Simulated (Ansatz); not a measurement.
NaCl:

```xyz
2
Lattice="3.5022 0.0000 0.0000 0.0000 3.5022 0.0000 0.0000 0.0000 3.5022" Properties=species:S:1:pos:R:3 pbc="T T T"
Cl    1.7511    1.7511    1.7511
Na    0.0000    0.0000    0.0000
```

Measurements of this composition are mostly on another form, of space group No. 225.

Base run:

* Program: Ansatz 0.2.0
* Functional: LDA
* Potentials or basis: Ansatz PAW
* Cutoff: 420 eV (not typed: the program's choice for these potentials)
* k mesh: 8 × 8 × 8
* Occupations: fermi-dirac, width 0.05 eV
* Spin: no spin polarisation

Its results: band gap on the k mesh 3.60 eV, indirect (least direct gap 4.11 eV); pressure -3.1 GPa.

Q: The run is repeated on the same cell with these changes: functional from LDA to r2SCAN; cutoff from 420 eV (not typed: the program's choice for these potentials) to 500 eV (not typed: the program's choice for these potentials). What comes out?

A: Band gap on the k mesh 4.78 eV, indirect (least direct gap 5.29 eV); pressure -1.0 GPa.

r2SCAN gives the wider gap, since meta-GGAs in the generalised Kohn-Sham scheme recover part of the derivative discontinuity.

Caveats: the PAW data sets come from PBE, with cores solved anew for the run's functional, which leaves a small shift of forces and pressure.
